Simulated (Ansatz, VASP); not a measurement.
# Cross-check of TaSi2 between VASP and Ansatz

Wanted: the spread between two codes on one cell, functional and k mesh. The cell is taken from a series of runs on this material, whose earlier steps may have relaxed, scaled, displaced or heated it; both programs get it as it stands.

Method: plane waves, with VASP 6.6.1 beside it; relaxation of cell and atoms at r2SCAN, in Ansatz 0.2.0.

## 1. Set-up

Symmetry: P6_422, No. 181, hexagonal system. The conventional cell has a = 4.784 Å, b = 4.784 Å, c = 6.570 Å, α = 90.00°, β = 90.00°, γ = 120.00°. Ta has 10 Si at 2.61 to 2.83 Å nearest. Nearest to Si lie 5 Si at 2.56 to 2.83 Å and 5 Ta at 2.61 to 2.83 Å. Farther neighbours are not listed.

## 2. Ansatz: relaxation of cell and atoms, r2SCAN

Ansatz runs on its default PAW (the set named soft_2) files.

The relaxed volume is the usual yardstick between codes: in a stiff, nearly cubic crystal its relative difference is about their pressure difference at one cell divided by the bulk modulus.

input.yaml

```yaml
crystal:
  lattice:
    - [4.7839, 0.0, 0.0]
    - [-2.39195, 4.1429789292, 0.0]
    - [0.0, 0.0, 6.57]
  atoms:
    - { symbol: Ta, position: [0.5, 0.0, 0.0] }
    - { symbol: Ta, position: [0.5, 0.5, 0.6666666667] }
    - { symbol: Ta, position: [0.0, 0.5, 0.3333333333] }
    - { symbol: Si, position: [0.15897, 0.31794, 0.0] }
    - { symbol: Si, position: [0.84103, 0.15897, 0.6666666667] }
    - { symbol: Si, position: [0.68206, 0.84103, 0.3333333333] }
    - { symbol: Si, position: [0.84103, 0.68206, 0.0] }
    - { symbol: Si, position: [0.15897, 0.84103, 0.6666666667] }
    - { symbol: Si, position: [0.31794, 0.15897, 0.3333333333] }
kpoints:
  mp_grid: { grid: [9, 9, 6] }
hamiltonian:
  xc: r2scan
scf:
  occupations: { method: gaussian, width: 0.1 }
output:
  forces: true
  stress: true
  eigenvalues: true
relax:
  adjacent_minimum: "off"
  f_tol: 0.005
  max_steps: 60
  cell: { stress_tol: 0.03 }
```

Launch:

```
> ansatz run input.yaml --threads 8 --pin off --max-ram 16384MiB --backend cpu --events-out ev --progress --plain --runs-dir out
```

Numbers of over 12 decimals in the logs are rounded to 6 here.

Output:

```text
Engine: ansatz 0.2.0, aarch64-unknown-linux-gnu
Pseudopotentials: kind: paw
Pseudopotential: Ta, paw, valence charge 13, recommended cutoff 500 eV (meta_gga), Ta.paw.azcp
Pseudopotential: Si, paw, valence charge 4, recommended cutoff 500 eV (meta_gga), Si.paw.azcp
Functional definition: r2SCAN
  parameter k0 = 0.174
  parameter k1 = 0.065
  parameter a1 = 4.9479
  exchange = r2scan_x(k0 = k0, k1 = k1, a1 = a1)
  correlation = r2scan_c
Crystal: 9 atoms, lattice volume = 130.215 Å³
Basis set: ecut = 500 eV, 3281 PW (Γ), exchange–correlation on 144×144×192 points (64 copies of the dense FFT grid, shifted against one another)
Bands: 41, of which v1, the nominal top of the filled ones, is band 32 counted from 1 (31 counted from 0)
Symmetry: 12 space group operations
Space group: P6422 (ITA 181), of the structure as read, at distance tolerance 5.1e-5 Å
k-points: 48 of 486 (time reversal used)
Non-local potential: Ta, projectors of the file, l = 0: 3, l = 1: 2, l = 2: 2, l = 3: 1
Non-local potential: Si, projectors of the file, l = 0: 2, l = 1: 2, l = 2: 2
PAW form: soft (Blöchl's): semilocal exchange-correlation on the pseudo side does not see the compensation charge
PAW frozen core: Ta, regenerated for the run's functional (the file was generated under x = pbe(κ = 0.804, μ = 0.219515), c = pbe(β = 0.066725))
PAW frozen core: Si, regenerated for the run's functional (the file was generated under x = pbe(κ = 0.804, μ = 0.219515), c = pbe(β = 0.066725))
PAW one-centre angular grid: Ta, 590 points (default); XC on 160 Gauss nodes
PAW one-centre angular grid: Si, 302 points (default); XC on 160 Gauss nodes
Initial density: superposition of atomic densities (neutral atoms: chi_scale 0, normalization atom), corrected by the library's trained network
Initial wavefunctions: pseudopotential atomic-orbital guess
Functional: x = r2scan, c = r2scan; τ floored in thin density (d = 2e-4 eV/Å³)
SCF iter   1: F=—  HF=-33671.328419 eV  |F-HF|=—  |Δ(HF+E_count)|=         —  Δρ=8.24e-3  dr2=1.22e-1  dr2_τ=1.15e-1  ethr=1.77e-3  ⟨swp⟩=7.0  Hψ=9286  notcnv=0
preconditioner: auto → Kerker (q_TF=auto, 2.417 Å⁻¹)  [metal: Δε(μ)=0.019 eV  Ē_g=7.799 eV  σ=0.100 eV  W_gap=0.11  n_scr=22 (ndim 8)  ℏωp=20.3 eV  f_vac=0.000  D(μ)=4.16/eV (n_scr^D=22)]
SCF iter   2: F=—  HF=-33671.480374 eV  |F-HF|=—  |Δ(HF+E_count)|=   1.52e-1  Δρ=4.40e-3  dr2=1.90e-2  dr2_τ=1.56e-3  ethr=1.93e-4  ⟨swp⟩=2.0  Hψ=3598  notcnv=0  defer=146
SCF iter   3: F=—  HF=-33671.486374 eV  |F-HF|=—  |Δ(HF+E_count)|=   6.00e-3  Δρ=1.68e-3  dr2=2.67e-3  dr2_τ=2.52e-4  ethr=3.01e-5  ⟨swp⟩=2.0  Hψ=2742  notcnv=0  defer=146
SCF iter   4: F=—  HF=-33671.486973 eV  |F-HF|=—  |Δ(HF+E_count)|=   5.99e-4  Δρ=2.00e-4  dr2=5.49e-5  dr2_τ=3.30e-6  ethr=4.24e-6  ⟨swp⟩=2.0  Hψ=2761  notcnv=0  defer=146
SCF iter   5: F=—  HF=-33671.486998 eV  |F-HF|=—  |Δ(HF+E_count)|=   2.46e-5  Δρ=4.22e-5  dr2=2.58e-6  dr2_τ=1.50e-7  ethr=8.71e-8  ⟨swp⟩=2.0  Hψ=2766  notcnv=0  defer=146
SCF iter   6: F=—  HF=-33671.487001 eV  |F-HF|=—  |Δ(HF+E_count)|=   3.42e-6  Δρ=1.26e-5  dr2=3.06e-7  dr2_τ=2.41e-8  ethr=4.09e-9  ⟨swp⟩=2.0  Hψ=2772  notcnv=0  defer=146
SCF iter   7: F=-33671.487001 eV  HF=-33671.487001 eV  |F-HF|=4.77e-9  |Δ(HF+E_count)|=   1.63e-7  Δρ=3.54e-6  dr2=1.92e-8  dr2_τ=1.07e-9  ethr=1.59e-10  ⟨swp⟩=12.1  Hψ=9281  notcnv=0
SCF 1 converged in 7 iterations: F = -33671.487001 eV  dr2 = 1.92e-8
  greatest PAW one-centre occupation: 0.998 electrons in one spin orbital (limit 2), on the Ta atom at site 2 (counted from 0), in its partial waves of l = 0
relax step   1: F+E_penalty+E_count = -33671.48700127 eV  Δ(F+E_penalty+E_count) = +0.000e0 eV  max|allowed force component| = 7.432e-2 eV/Å  Δτ_max = 0.0000 Å  P = -0.841 GPa  Ω = 130.215 Å³  (7 SCF iters, dr2 threshold 1.00e-7 eV, accepted)
[...]
relax step   2: F+E_penalty+E_count = -33671.48956732 eV  Δ(F+E_penalty+E_count) = -2.566e-3 eV  max|allowed force component| = 1.311e-2 eV/Å  Δτ_max = 0.0046 Å  P = +0.368 GPa  Ω = 129.424 Å³  energy of the carried Pulay correction = +1.365e-4 eV  (4 SCF iters, dr2 threshold 9.00e-7 eV, accepted)
[...]
relax step   3: F+E_penalty+E_count = -33671.48985874 eV  Δ(F+E_penalty+E_count) = -2.914e-4 eV  max|allowed force component| = 1.775e-3 eV/Å  Δτ_max = 0.0013 Å  P = -0.015 GPa  Ω = 129.687 Å³  energy of the carried Pulay correction = +9.107e-5 eV  (4 SCF iters, dr2 threshold 3.74e-7 eV, accepted)
[...]
relax step   4: F+E_penalty+E_count = -33671.48976971 eV  Δ(F+E_penalty+E_count) = +8.903e-5 eV  max|allowed force component| = 1.725e-3 eV/Å  Δτ_max = 0.0000 Å  P = -0.015 GPa  Ω = 129.687 Å³  stress off target by 2.61e-2 GPa  SCF on the basis re-selected at this cell (its energy is not comparable with the rows above)  (5 SCF iters)
basis re-selected at this cell: Δ(F+E_penalty+E_count) = +8.903e-5 eV, ΔP = +0.000 GPa vs the last step (what re-selecting the basis moved, of the pressure what is left beyond the Pulay correction that the steps carried, after the strain that the cell walked since its last selection, with what the two solves' SCF thresholds leave and, on support functions, any second-order correction that the steps lacked; it is no m [...]
SCF converged after 5 iterations
Free energy (F): -33671.489770 eV
Harris-Foulkes:  -33671.489770 eV  (|F-HF|=7.28e-12)
Internal energy: -33671.469188 eV  (E = F + TS)
E sigma→0 (E₀):  -33671.479479 eV
Entropy (-TS):   -0.020582 eV (-2.287 meV/atom)
Fermi energy:    15.267356 eV
--- Per-component energies (eV) ---
  E_band       = -296.972519
  E_kinetic    = 1366.368068
  E_local      = -2326.795799  (includes V_loc(G=0)·N_el)
  E_nonlocal   = 190.614829
  E_hartree    = 894.358511
  E_xc         = -934.095030
  E_vxc        = -983.248385  (∫ρ·V_xc dr)
  E_paw        = -28387.237257  (= ΣΔE_a)
  E_vpaw       = -379.226020  (= ΣTr[D̂ρ^β])
  E_aug_tail   = 0.000266  (compensation charges beyond the density's cutoff)
  E_vtau       = 46.597377  (kinetic-family band-sum trace: ∫τ·v_τ [+ j·A + Jᵃ·Aᵃ] dr)
  E_ewald      = -4471.955337
  E_core_change = -2.727439  (= ΣΔE_core)
  E_smearing   = -0.020582  (= −TS)
  E_closure    = 0.000000  (closes the sum)
  Σ components = -33671.489770   (vs F -33671.489770, Δ=0.00e0)
--- Forces (eV/Å), atoms counted from 1 ---
  atom   1  Ta    -0.00000000     0.00000000    -0.00000000
  atom   2  Ta     0.00000000     0.00000000     0.00000000
  atom   3  Ta     0.00000000    -0.00000000     0.00000000
  atom   4  Si     0.00000000     0.00172496     0.00000000
  atom   5  Si    -0.00149386     0.00086248    -0.00000000
  atom   6  Si    -0.00149386    -0.00086248     0.00000000
  atom   7  Si    -0.00000000    -0.00172496    -0.00000000
  atom   8  Si     0.00149386    -0.00086248     0.00000000
  atom   9  Si     0.00149386     0.00086248    -0.00000000
  max |Σ_I F_I| component: 6.84e-17 eV/Å
--- Stress (GPa, compression-positive) ---
       -0.026105      -0.000000      -0.000000
       -0.000000      -0.026105      -0.000000
       -0.000000      -0.000000       0.008569
  P = ⅓ Tr σ = -0.0145 GPa (-0.145 kbar)
--- Band table (eV; the first three rows and the last of 48) ---
  k-point 0: bands = [... 28 lower, 12.6212, 12.9077, 12.9077, 13.5609, 16.1213, 18.4649, 18.4649, 19.0110, ... 5 higher]
  k-point 1: bands = [... 28 lower, 12.9008, 12.9765, 13.5051, 13.5483, 16.5041, 17.7947, 18.4964, 18.8768, ... 5 higher]
  k-point 2: bands = [... 28 lower, 12.9338, 13.1041, 13.3865, 15.0693, 17.0791, 17.9867, 18.0884, 18.4908, ... 5 higher]
  k-point 47: bands = [... 28 lower, 14.4494, 14.4494, 15.1036, 15.1036, 16.3011, 16.9676, 16.9676, 17.7403, ... 5 higher]
--- Relaxed structure (3 steps of the walk, 3 accepted, 1 SCFs on fresh bases) ---
  F+E_penalty+E_count = -33671.48976971 eV   max|allowed force component| = 1.725e-3 eV/Å   (the final SCF, on the basis selected at the relaxed cell)
  cell:  # Å, volume = 129.6866 Å³
    - [4.779199, 0, 2.724918893846048e-19]
    - [-2.389600, 4.138908, -4.375639066820027e-19]
    - [3.7422849834845224e-19, -4.7783467985513345e-19, 6.556231]
  atoms:
    - { symbol: Ta, position: [0.5, 0, 0] }
    - { symbol: Ta, position: [0.5, 0.5, 0.666667] }
    - { symbol: Ta, position: [0, 0.5, 0.333333] }
    - { symbol: Si, position: [0.158266, 0.316533, 0] }
    - { symbol: Si, position: [0.841734, 0.158266, 0.666667] }
    - { symbol: Si, position: [0.683467, 0.841734, 0.333333] }
    - { symbol: Si, position: [0.841734, 0.683467, 0] }
    - { symbol: Si, position: [0.158266, 0.841734, 0.666667] }
    - { symbol: Si, position: [0.316533, 0.158266, 0.333333] }
```

(Part 1 of 2 ends here.)

[Lines on the potential files, build, host, timing and source positions are cut from VASP's logs without a mark.]

[Logs are printed without paths, hosts, clocks, repeated set-up lines and the standing remarks that a program may print on its own settings, such as how far it seeks lower states.]

[Hosts, paths, dates, database ids (printed as entryN), source tags and the programs' standing remarks are cut or masked in the printed files.]
